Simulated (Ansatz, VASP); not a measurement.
Two plane-wave programs on ZnO

```
Zn O
1.0
     4.33798    0.00000    0.00000
    -2.16899    3.75680    0.00000
     0.00000    0.00000    3.45569
Zn O
1 1
Cartesian
  0.0000 0.0000 0.0000
  0.0000 0.0000 1.7278
```

Alike in both runs: functional PBE; k mesh 6 × 6 × 6; occupations gaussian, width 0.1 eV; no spin polarisation.

Ansatz relaxed the structure, and its values are those at the end. VASP's run is a single point on that final structure, the one shown.

```csv
,VASP,Ansatz
version,VASP 6.6.1,Ansatz 0.2.0
potentials or method,"VASP PAW PBE potentials, release 64 (Zn, O)","scalar-relativistic, plane waves, PAW"
plane-wave cutoff (eV),520,420
valence electrons in the cell,18,18
```

|  | VASP | Ansatz | Ansatz less VASP |
| --- | --- | --- | --- |
| gap on the k mesh at the Fermi level (eV) | 1.38 | 1.38 | +0.002 |
| least direct gap on the mesh (eV) | 2.78 | 2.80 | +0.019 |
| pressure (GPa) | 0.8 | 0.2 | -0.59 |

A k mesh can miss the band edges.
